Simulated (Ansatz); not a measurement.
# SnHSe (buck sheet): the cost of one run

Program: Ansatz 0.2.0. Level of theory: DFT PBE, scalar-relativistic, plane waves, PAW. These are calculated values, not measurements.

3 further runs of the same task are left out: 1 that didn't finish, 2 set aside as unsound or not needed. Runs told in other sessions of the task aren't counted.

## (1) Starting point

The structure is trigonal, space group P3m1 (No. 156). Conventional cell: a = 3.914 Å, b = 3.914 Å, c = 26.904 Å, α = 90.00°, β = 90.00°, γ = 120.00°. Around Sn (site symmetry 3m) lie 3 Se at 2.74 Å. Se (site symmetry 3m) has 3 Sn at 2.74 Å in its first shell of neighbours.

Structure file:

```cif
data_structure
_symmetry_space_group_name_H-M 'P3m1'
_symmetry_Int_Tables_number 156
_cell_length_a 3.9143
_cell_length_b 3.9143
_cell_length_c 26.9037
_cell_angle_alpha 90.000
_cell_angle_beta 90.000
_cell_angle_gamma 120.000
_cell_volume 356.98
loop_
_atom_site_label
_atom_site_type_symbol
_atom_site_symmetry_multiplicity
_atom_site_Wyckoff_symbol
_atom_site_fract_x
_atom_site_fract_y
_atom_site_fract_z
_atom_site_occupancy
Sn1 Sn 1 b 0.33333 0.66667 0.31558 1
Se1 Se 1 c 0.66667 0.33333 0.37338 1
```

This sheet was relaxed beforehand with the same method; its gap on the mesh is 2.26 eV.

## (2) Building the armchair ribbon, N = 4 with H caps

The ribbon is cut from the relaxed sheet, periodic along c; N counts formula units a period. The edge energy is the mean of both edges over the sheet, -5746.9815 eV an atom. Each H cap counts from half an H2 molecule (-15.872 eV in a separate run).

The cell holds 4 Sn, 4 Se, 4 H: a = 17.300 Å, b = 10.900 Å, c = 6.780 Å, α = 90.00°, β = 90.00°, γ = 90.00°.

## (3) Relaxing it

Pressure and volume refer to the whole cell with its vacuum; only the period along c may change.

input.yaml reads:

```yaml
crystal:
  lattice:
    - [17.3, 0.0, 0.0]
    - [0.0, 10.9, 0.0]
    - [0.0, 0.0, 6.7797015376]
  atoms:
    - { symbol: Sn, position: [0.5565644871, 0.4286591373, 0.3333333333] }
    - { symbol: Sn, position: [0.6696934613, 0.4286591373, 0.8333333333] }
    - { symbol: Sn, position: [0.3303065387, 0.4286591373, 0.3333333333] }
    - { symbol: Sn, position: [0.4434355129, 0.4286591373, 0.8333333333] }
    - { symbol: Se, position: [0.6696934613, 0.5713408627, 0.1666666667] }
    - { symbol: Se, position: [0.4434355129, 0.5713408627, 0.1666666667] }
    - { symbol: Se, position: [0.5565644871, 0.5713408627, 0.6666666667] }
    - { symbol: Se, position: [0.3303065387, 0.5713408627, 0.6666666667] }
    - { symbol: H, position: [0.7406223689, 0.5181168468, 0.7288376931] }
    - { symbol: H, position: [0.2593776311, 0.5181168468, 0.2288376931] }
    - { symbol: H, position: [0.7303129346, 0.4948857273, 0.2559739871] }
    - { symbol: H, position: [0.2696870654, 0.4948857273, 0.7559739871] }
basis:
  ecutwfc: 420
kpoints:
  mp_grid: { grid: [1, 1, 5] }
hamiltonian:
  xc: pbe
scf:
  occupations: { method: gaussian, width: 0.05 }
output:
  forces: true
  stress: true
  eigenvalues: true
  populations: true
  write_density: true
  write_potential: true
  elf: true
  volumetric_format: npy
relax:
  adjacent_minimum: "off"
  f_tol: 0.02
  max_steps: 45
  cell: { fix: [a, b, alpha, beta, gamma], stress_tol: 0.03 }
```

The run is started by

```bash
$ ansatz run input.yaml --threads 4 --pin off --max-ram 11264MiB --backend cpu --events-out ev --progress --plain --runs-dir out
```

Q: Estimate wall time and peak memory on 4 threads of Arm Neoverse V2, shared host.

About 1.9 min, with a peak of 1.7 GiB.
